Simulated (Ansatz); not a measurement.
# Point defect: S on a Mo site in MoS2

Method: Ansatz 0.2.0, DFT PBE, scalar-relativistic, plane waves, PAW. Settings: 420 eV cutoff, 2×2×2 k-mesh, shifted by half a step, Gaussian smearing of 0.01 eV, no spin polarisation.

Host crystal, relaxed:

```
Mo S
1.0
     1.59259    0.91948    7.43833
    -1.59259    0.91948    7.43833
     0.00000   -1.83896    7.43833
Mo S
1 2
Direct
  0.99978 0.99978 0.99978
  0.40313 0.40313 0.40313
  0.26309 0.26309 0.26309
```

Supercell of 39 atoms, rows in host cell vectors: -2 2 1; 1 -2 2; 2 1 -2. Atoms relax at the host's cell, keeping the symmetry that the supercell leaves at the site. The cell is small, so energies carry finite-size errors of tenths of an eV. The host's Kohn–Sham gap is 1.45 eV. Atoms are taken from and returned to the elements' standard states.

Defect: S on a Mo site set at (0.000, 0.000, 0.000) of the host cell. Before relaxation its nearest neighbours are 6 S at 2.41 Å.

| charge | E_f at the valence band top (eV) | moment (μB) | largest move (Å) | atoms near the site |
| --- | --- | --- | --- | --- |
| 0 | 7.00 | 0.00 | 0.07 | 3 S at 2.37 Å, 3 S at 2.38 Å |